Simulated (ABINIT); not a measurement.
Crystal: C.

```
C
1.0
     2.52210    0.00000    0.00000
    -1.26105    2.18420    0.00000
     0.00000    0.00000    8.23710
C
8
Cartesian
  1.2611 0.7281 6.9501
  0.0000 1.4561 2.8315
  1.2611 0.7281 5.4056
  0.0000 1.4561 1.2870
  0.0000 0.0000 7.4649
  0.0000 0.0000 3.3463
  0.0000 0.0000 4.8908
  0.0000 0.0000 0.7722
```

This is a hexagonal form of diamond, not graphite.

Program: ABINIT 10.8.3 (patched build). Alike in all runs: task band structure; no spin polarisation; cell as given; k mesh 12 × 12 × 4; cutoff (eV) 1116; smearing fermi-dirac 0.05 eV.

Order these runs on this cell by their pressure, lowest first.
A. level rPW86PBE; potentials or basis PseudoDojo NC SR PBE v0.4.1 standard
B. level PBEsol; potentials or basis PseudoDojo NC SR PBEsol v0.4 stringent
C. level LDA; potentials or basis PseudoDojo NC SR LDA v0.4.1 standard

C (-10.6 GPa), B (-2.8 GPa), A (14.3 GPa).

Caveats: the potentials were made for another functional, which shifts forces and pressure (some runs).
